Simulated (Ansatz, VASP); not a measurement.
# Two plane-wave programs on Pt

```
CELL_PARAMETERS angstrom
-1.53669 1.53669 1.53669
1.53669 -1.53669 1.53669
1.53669 1.53669 -1.53669
ATOMIC_POSITIONS crystal
Pt 0.00000 0.00000 0.00000
```

Change from the starting cell: strain -0.030 along x and y, -0.030 along z, atoms carried along.

Alike in both runs: task single point; functional PBEsol; k mesh 22 × 22 × 22; occupations gaussian, width 0.15 eV; no spin polarisation.

|  | VASP | Ansatz |
| --- | --- | --- |
| version | VASP 6.6.1 | Ansatz 0.2.0 |
| potentials or method | VASP PAW PBE potentials, release 64 (Pt) | scalar-relativistic, plane waves, PAW |
| plane-wave cutoff (eV) | 520 | 420 |
| valence electrons in the cell | 10 | 18 |

```tsv
	VASP	Ansatz	Ansatz less VASP
gap on the k mesh at the Fermi level (eV)	none	none	-
pressure (GPa)	14.2	14.6	+0.37
```

A gap of «none» marks a metal or a gap that the smearing closes. The two sets of potentials don't hold the same shells in valence.

Caveats: the PAW data sets were made with another functional, which shifts forces and pressure a little (VASP). Spin-orbit coupling is left out, which matters for the levels of Pt.
